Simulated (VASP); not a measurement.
# Sn (Fd-3m) in VASP: notebook, part 2 of 2

VASP 6.6.1.

### Step 5. Relaxation of the atoms, PBE+D3(BJ) (a relaxed cell with its volume scaled by 0.94)

The input, INCAR:

```
PREC = Accurate
ENCUT = 600
EDIFF = 1E-7
ISMEAR = 0
SIGMA = 0.03
LREAL = F
LASPH = T
NELM = 80
ALGO = Normal
ISIF = 2
LWAVE = F
LCHARG = F
GGA = PE
IVDW = 12
IBRION = 2
NSW = 40
EDIFFG = -0.01
```

The input, KPOINTS:

```
regular mesh
0
Gamma
  10 10 10
```

The input, POSCAR:

```
Sn                                      
1.0
    0.0000000000      3.2179190702      3.2179190702
    3.2179190702      0.0000000000      3.2179190702
    3.2179190702      3.2179190702      0.0000000000
  Sn            
     2
Direct
     0.0000000000000000    0.0000000000000000    0.0000000000000000
     0.2500000000000000    0.2500000000000000    0.2500000000000000
```

Potentials or basis: VASP PAW PBE potentials, release 64 (Sn_d).

Run with:

```sh
> cat potpaw_PBE.64/Sn_d/POTCAR > POTCAR
> mpirun -np 1 vasp_std > vasp.out
```

OUTCAR:

```text
PREC = Accurate
   ENCUT = 600
   EDIFF = 1E-7
   ISMEAR = 0
   LREAL = F
   LASPH = T
   NELM = 80
   ISIF = 2
   GGA = PE
   IVDW = 12
   IBRION = 2
   NSW = 40
   EDIFFG = -0.01
 IVDW          = 12

 ion  position               nearest neighbor table
   1  0.000  0.000  0.000-   2 2.79   2 2.79   2 2.79   2 2.79
   2  0.250  0.250  0.250-   1 2.79   1 2.79   1 2.79   1 2.79

  LATTYP: Found a face centered cubic cell.
 ALAT       =     6.4358381404

  Lattice vectors:

 A1 = (   0.0000000000,   3.2179190702,   3.2179190702)
 A2 = (   3.2179190702,   0.0000000000,   3.2179190702)
 A3 = (   3.2179190702,   3.2179190702,   0.0000000000)

Analysis of symmetry for initial positions (statically):
=====================================================================
 Subroutine PRICEL returns:
 Original cell was already a primitive cell.

 Routine SETGRP: Setting up the symmetry group for a
 face centered cubic supercell.

 Subroutine GETGRP returns: Found 48 space group operations
 (whereof 24 operations were pure point group operations)
 out of a pool of 48 trial point group operations.

The static configuration has the point symmetry T_d .
 The point group associated with its full space group is O_h .

Analysis of symmetry for dynamics (positions and initial velocities):
=====================================================================
 Subroutine PRICEL returns:
 Original cell was already a primitive cell.

 Routine SETGRP: Setting up the symmetry group for a
 face centered cubic supercell.

 Subroutine GETGRP returns: Found 48 space group operations
 (whereof 24 operations were pure point group operations)
 out of a pool of 48 trial point group operations.

The dynamic configuration has the point symmetry T_d .
 The point group associated with its full space group is O_h .

 Subroutine INISYM returns: Found 48 space group operations
 (whereof 24 operations are pure point group operations),
 and found     1 'primitive' translations

[... 115 lines left out ...]
  volume/ion in A,a.u.               =      33.32       224.86
  Fermi-wavevector in a.u.,A,eV,Ry     =   1.226147  2.317081 20.455481  1.503435
  Thomas-Fermi vector in A             =   2.361158
   LORBIT       =      0    0 simple, 1 ext, 2 COOP (PROOUT), +10 PAW based schemes
   GGA     = PE    functional components
   LHFCALC =     F    Hartree Fock is set to
   AEXX    =    0.0000 exact exchange contribution
   IVDW    =    12    specifies the selected vdW correction
   LEPSILON=     F    determine dielectric tensor
   LRPA    =     F    only Hartree local field effects (RPA)
 conjugate gradient relaxation of ions
 non-spin polarized calculation
 Gauss-broadening in eV      SIGMA  =   0.03
  energy-cutoff  :      600.00
  volume of cell :       66.64
 maximum number of plane-waves:      2252
   NGX = 19   NGY = 19   NGZ = 19

 number of electron      28.0000012 magnetization

 Free energy of the ion-electron system (eV)
  ---------------------------------------------------
  ext. energy  EPLUGINS =         0.00000000
  ---------------------------------------------------
  free energy    TOTEN  =        -7.59992258 eV

  energy without entropy =       -7.59984756  energy(sigma->0) =       -7.59988507

 E-fermi :   5.9530     XC(G=0):  -8.9851

 val. band max:        5.7934886017   @ k =   0.1000   0.0000   0.0000
 cond. band min:       5.9539027966   @ k =   0.5000   0.0000   0.0000
 fundamental gap:      0.1604141949
 Fermi energy:         5.9530004080

 k-point     1 :       0.0000    0.0000    0.0000
  band No.  band energies     occupation
      1     -15.8258      2.00000
      2     -15.8258      2.00000
      3     -15.8258      2.00000
      4     -15.7627      2.00000
      5     -15.7627      2.00000
      6     -15.4327      2.00000
[... 481 lines left out ...]
      5     -15.6332      2.00000
      6     -15.6018      2.00000
[... 10 lines left out ...]
     17      11.4674      0.00000
     18      11.9483      0.00000

 [... further k-points ...]

------------------------ aborting loop because EDIFF is reached ----------------------------------------

 Edisp (eV)   -0.63166

 E8    (eV) :    -0.3063

  FORCE on cell =-STRESS in cart. coord.  units (eV):
  Direction    XX          YY          ZZ          XY          YZ          ZX
  --------------------------------------------------------------------------------------
  -------------------------------------------------------------------------------------
  Total       1.19822     1.19822     1.19822     0.00000     0.00000    -0.00000
  in kB      28.80670    28.80670    28.80670     0.00000     0.00000    -0.00000
  external pressure =       28.81 kB  Pullay stress =        0.00 kB

 VOLUME and BASIS-vectors are now :
 -----------------------------------------------------------------------------
  energy-cutoff  :      600.00
  volume of cell :       66.64
      direct lattice vectors                 reciprocal lattice vectors
     0.000000000  3.217919070  3.217919070    -0.155379918  0.155379918  0.155379918
     3.217919070  0.000000000  3.217919070     0.155379918 -0.155379918  0.155379918
     3.217919070  3.217919070  0.000000000     0.155379918  0.155379918 -0.155379918

 POSITION                                       TOTAL-FORCE (eV/Angst)
 -----------------------------------------------------------------------------------
      0.00000      0.00000      0.00000        -0.000000     -0.000000     -0.000000
      1.60896      1.60896      1.60896         0.000000      0.000000      0.000000
 -----------------------------------------------------------------------------------
    total drift:                                0.000000      0.000000      0.000000

  FREE ENERGIE OF THE ION-ELECTRON SYSTEM (eV)
  ---------------------------------------------------
  free  energy   TOTEN  =        -8.2315807781 eV

  energy  without entropy=       -8.2315057600  energy(sigma->0) =       -8.23154327

 reached required accuracy - stopping structural energy minimisation
```

CONTCAR:

```text
Sn
   1.00000000000000
     0.0000000000000000    3.2179190701999998    3.2179190701999998
     3.2179190701999998    0.0000000000000000    3.2179190701999998
     3.2179190701999998    3.2179190701999998    0.0000000000000000
  Sn
     2
Direct
     0.0000000000000000    0.0000000000000000    0.0000000000000000
     0.2500000000000000    0.2500000000000000    0.2500000000000000

  0.00000000E+00  0.00000000E+00  0.00000000E+00
  0.00000000E+00  0.00000000E+00  0.00000000E+00
```

Wall time 35 s (1 thread of Intel Xeon Platinum 8375C at 2.90GHz (Ice Lake), shared host); peak memory 0.24 GiB.

What came out:

- Free energy: -8.2316 eV
- Pressure after relaxing: 2.9 GPa
- Band gap on the k mesh: none (metal or under the smearing width)
- Dispersion energy per atom: -0.316 eV

Final structure:
```
CELL_PARAMETERS angstrom
0.00000 3.21792 3.21792
3.21792 0.00000 3.21792
3.21792 3.21792 0.00000
ATOMIC_POSITIONS crystal
Sn 0.00000 0.00000 0.00000
Sn 0.25000 0.25000 0.25000
```

Levels at points of the mesh, in eV from the Fermi level:
```
           k point  band 10  band 11  band 12  band 13  band 14  band 15  band 16  band 17  band 18
(0.00, 0.00, 0.00)   -21.37   -10.82    -0.50     0.04     0.04     0.04     2.12     2.12     2.12
(0.50, 0.00, 0.00)   -21.32    -9.14    -6.43    -1.20    -1.20     0.00     3.20     3.20     5.59
(0.50, 0.50, 0.00)   -21.30    -7.64    -7.64    -2.59    -2.59     0.75     0.75     7.85     7.85
```

Caveat: the relaxation stopped at its first step, so nothing moved; pairwise dispersion overbinds metals, which lowers pressure and volume.

### Step 6. The runs side by side

| task | level | cell | gap on the mesh (eV) | pressure (GPa) |
| --- | --- | --- | --- | --- |
| relaxation of cell and atoms | r2SCAN | relaxed | none | 0.0 |
| relaxation of cell and atoms | PBE+D3(BJ) | relaxed | none | 0.0 |
| relaxation of the atoms | PBE+D3(BJ) | atoms relaxed from: a relaxed cell with its volume scaled by 0.94 | none | 2.9 |

Alike in all rows: potentials or basis VASP PAW PBE potentials, release 64 (Sn_d); no spin polarisation; k mesh 10 × 10 × 10; cutoff (eV) 600; smearing gaussian 0.03 eV.

Caveats: the relaxation stopped at its first step, so nothing moved; pairwise dispersion overbinds metals, which lowers pressure and volume (some runs); the PAW data sets were made with another functional, which shifts forces and pressure a little (some runs).

Total energies depend on the potentials used, so only differences within one code and one set of settings carry meaning.
